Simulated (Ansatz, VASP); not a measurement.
**Two plane-wave programs on CaO5**

```
Ca O
1.0
     4.67241    0.00000    0.00000
    -2.33620    4.04642    0.00000
     0.00000    0.00000    3.14762
Ca O
1 5
Direct
  0.00000 0.00000 0.00000
  0.33333 0.66667 0.00000
  0.66667 0.33333 0.00000
  0.50000 0.00000 0.50000
  0.50000 0.50000 0.50000
  0.00000 0.50000 0.50000
```

Change from the starting cell: species swapped into the CaPd5 type (P6/mmm, No. 191).

Alike in both runs: task relaxation of cell and atoms; functional PBE; k mesh 6 × 6 × 6; occupations gaussian, width 0.1 eV; no spin polarisation.

```csv
,VASP,Ansatz
version,VASP 6.6.1,Ansatz 0.2.0
potentials or method,"VASP PAW PBE potentials, release 64 (Ca_sv, O)","scalar-relativistic, plane waves, PAW"
plane-wave cutoff (eV),600,420
valence electrons in the cell,40,40
```

|  | VASP | Ansatz | Ansatz less VASP |
| --- | --- | --- | --- |
| gap on the k mesh at the Fermi level, each at its own relaxed structure (eV) | none | none | - |
| relaxed volume (Å³/atom) | 9.90 | 9.90 | +0.008 |
| relaxed cell length with the largest relative difference (Å) | 3.216 | 3.240 | +0.0235 |
| energy change over the relaxation (meV/atom) | -2 | -3 | -0.4 |

A gap of «none» marks a metal or a gap that the smearing closes.
